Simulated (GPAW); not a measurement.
The system is GaN.

```
Ga N
1.0
     3.18000    0.00000    0.00000
    -1.59000    2.75396    0.00000
     0.00000    0.00000    5.16600
Ga N
2 2
Direct
  0.66667 0.33333 0.50000
  0.33333 0.66667 0.00000
  0.66667 0.33333 0.87500
  0.33333 0.66667 0.37500
```

| Quantity | Value |
| --- | --- |
| Program | GPAW 26.7.0 |
| Task | relaxation of cell and atoms |
| Functional | BLYP |
| Dispersion | D3 |
| Potentials or basis | PAW data sets generated in the run's folder for this functional |
| Cutoff | 800 eV |
| Basis | pw |
| k mesh | 7 × 7 × 4 |
| Occupations | fermi-dirac, width 0.05 eV |
| Spin | no spin polarisation |

At the start: pressure 13.6 GPa; volume 11.31 Å³/atom.

Question: Where does the relaxation end?

Answer: Over 10 steps the energy falls by 33.2 meV/atom and the volume is 12.04 Å³/atom (+6.5 %); space group P6_3mc (No. 186, to 0.05 Å).

Step by step:
| step | energy change (eV) | largest force (eV/Å) | pressure (GPa) | volume (Å³) |
| --- | --- | --- | --- | --- |
| 1 | 0.0000 | 0.1362 | 13.65 | 45.24 |
| 2 | -0.0394 | 0.0538 | 11.13 | 45.71 |
| 3 | -0.1294 | 0.1123 | 1.24 | 47.88 |
| 4 | -0.1320 | 0.0783 | 0.17 | 48.15 |
| 5 | -0.1326 | 0.0360 | -0.13 | 48.22 |
| 6 | -0.1327 | 0.0057 | -0.11 | 48.22 |
| 7 | -0.1327 | 0.0049 | -0.04 | 48.20 |
| 8 | -0.1327 | 0.0115 | 0.04 | 48.18 |
| 9 | -0.1327 | 0.0115 | 0.08 | 48.17 |
| 10 | -0.1327 | 0.0053 | 0.05 | 48.17 |

Final structure:
```
Ga N
1.0
     3.23969    0.00000    0.00000
    -1.61984    2.80565    0.00000
     0.00000    0.00000    5.30004
Ga N
2 2
Direct
  0.66667 0.33333 0.49988
  0.33333 0.66667 0.99988
  0.66667 0.33333 0.87516
  0.33333 0.66667 0.37515
```

Caveat: the data sets keep Ga 3d, Li 1s and Be 1s frozen, and some such compounds lay over 1.5 % in volume off other programs; later steps reuse the first step's grids.
